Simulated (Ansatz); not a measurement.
# GaN (flat sheet): the cost of one run

Program: Ansatz 0.2.0. Level of theory: DFT PBEsol, scalar-relativistic, plane waves, PAW. These are calculated values, not measurements.

4 further runs of the same task are left out: 4 set aside as unsound or not needed. Runs told in other sessions of the task aren't counted.

## 1. The starting structure

The structure is hexagonal, space group P-6m2 (No. 187). The conventional cell has a = 3.183 Å, b = 3.183 Å, c = 23.800 Å, α = 90.00°, β = 90.00°, γ = 120.00°. Around Ga (site symmetry -6m2) lie 3 N at 1.84 Å. N (site symmetry -6m2) is surrounded by 3 Ga at 1.84 Å.

Structure file:

```
Ga N
1.0
     3.18254    0.00000    0.00000
    -1.59127    2.75616    0.00000
     0.00000    0.00000   23.80000
Ga N
1 1
Direct
  0.33333 0.66667 0.37815
  0.66667 0.33333 0.37815
```

This sheet was relaxed beforehand with the same method; its gap on the mesh is 2.33 eV.

## 2. The zigzag ribbon, N = 4, edge spins started parallel

The ribbon is cut from the relaxed sheet, periodic along c; N counts formula units a period. The edge energy is the mean of both edges over the sheet, -2060.9787 eV an atom.

The cell holds 4 Ga, 4 N: a = 18.200 Å, b = 9.300 Å, c = 3.183 Å, α = 90.00°, β = 90.00°, γ = 90.00°.

## 3. Relaxation

Pressure and volume refer to the whole cell with its vacuum; only the period along c may change.

Contents of input.yaml:

```yaml
crystal:
  lattice:
    - [18.2, 0.0, 0.0]
    - [0.0, 9.3, 0.0]
    - [0.0, 0.0, 3.1825416524]
  atoms:
    - { symbol: Ga, position: [0.2980833759, 0.5, 0.5], spin: 1.0 }
    - { symbol: Ga, position: [0.449520844, 0.5, 0.0] }
    - { symbol: Ga, position: [0.6009583121, 0.5, 0.5] }
    - { symbol: Ga, position: [0.7523957802, 0.5, 0.0], spin: 1.0 }
    - { symbol: "N", position: [0.2476042198, 0.5, 0.0], spin: 1.0 }
    - { symbol: "N", position: [0.3990416879, 0.5, 0.5] }
    - { symbol: "N", position: [0.550479156, 0.5, 1.0] }
    - { symbol: "N", position: [0.7019166241, 0.5, 0.5], spin: 1.0 }
basis:
  ecutwfc: 420
kpoints:
  mp_grid: { grid: [1, 1, 17] }
hamiltonian:
  xc: pbesol
scf:
  occupations: { method: gaussian, width: 0.05 }
output:
  forces: true
  stress: true
  eigenvalues: true
  populations: true
  write_density: true
  write_potential: true
  elf: true
  volumetric_format: npy
magnetization:
  spin_polarized: true
relax:
  adjacent_minimum: "off"
  f_tol: 0.02
  max_steps: 45
  cell: { fix: [a, b, alpha, beta, gamma], stress_tol: 0.03 }
```

Command:

```bash
$ ansatz run input.yaml --threads 4 --pin off --max-ram 11264MiB --backend cpu --events-out ev --progress --plain --runs-dir out
```

Q: Estimate wall time and peak memory on 4 threads of Intel Xeon Platinum 8259CL at 2.50GHz (Skylake/Cascade Lake), shared host.

About 2.5 min, with a peak of 1.2 GiB.
